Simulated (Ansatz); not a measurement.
# Nb: which structure wins at one pressure

Aim: bring Nb in several structures (fcc, bcc, hcp, simple hexagonal, sc, beta tin) to one pressure and rank them by enthalpy. The pressure is set by scaling the first phase. The runs shown use LAPW. Companion runs by PAW are cited.

Method: DFT, PBE, all-electron LAPW, scalar-relativistic, in Ansatz 0.2.0.

### Step 1. The starting structure

Symmetry: Fm-3m, No. 225, cubic system. Conventional cell: a = 4.033 Å, b = 4.033 Å, c = 4.033 Å, α = 90.00°, β = 90.00°, γ = 90.00°. Around Nb (site symmetry m-3m) lie 12 Nb at 2.85 Å.

Coordinates:

```
CELL_PARAMETERS angstrom
0.00000 2.01671 2.01671
2.01671 0.00000 2.01671
2.01671 2.01671 0.00000
ATOMIC_POSITIONS crystal
Nb 0.00000 0.00000 0.00000
```

### Step 2. Fcc relaxed under pressure, LAPW

input.yaml

```yaml
crystal:
  lattice:
    - [0.0, 2.0167122872, 2.0167122872]
    - [2.0167122872, 0.0, 2.0167122872]
    - [2.0167122872, 2.0167122872, 0.0]
  atoms:
    - { symbol: Nb, position: [0.0, 0.0, 0.0] }
kpoints:
  mp_grid: { grid: [17, 17, 17] }
scf:
  occupations: { method: fermi_dirac, width: 0.08 }
hamiltonian:
  xc: pbe
  pseudopotentials: { kind: all_electron, lapw: { basis_error: 0.0005 } }
output:
  forces: true
  stress: true
  eigenvalues: true
relax:
  f_tol: 0.005
  max_steps: 12
  cell: { p_target: 28.0, stress_tol: 0.03 }
```

On the command line:

```
ansatz run input.yaml --threads 1 --pin off --max-ram 3584MiB --backend cpu --events-out ev --progress --plain --runs-dir out
```

Further steps of the session: Bcc relaxed under pressure, LAPW; Hcp relaxed under pressure, LAPW; Simple hexagonal relaxed under pressure, LAPW; Sc relaxed under pressure, LAPW; Beta tin relaxed under pressure, LAPW.

Q: Predict the outcome of this session. Wanted: pressure; lowest (for each run or level that gives them).

**Answer**, as computed:

| quantity | value |
| --- | --- |
| pressure | 28 GPa |
| lowest (LAPW) | bcc, 376.3 meV/atom under hcp |
| lowest (PAW) | bcc, 376.3 meV/atom under hcp |

**Reading.** By LAPW the order is bcc < hcp < fcc < beta tin < simple hexagonal < sc. By PAW the order is bcc < hcp < fcc < beta tin < simple hexagonal < sc. The methods agree on the lowest phase. Only these structures were tried, with electrons smeared by 0.08 eV and without vibrations, so the true ground state may be another. The k meshes differ between phases and weren't tested, which can move differences by some meV.
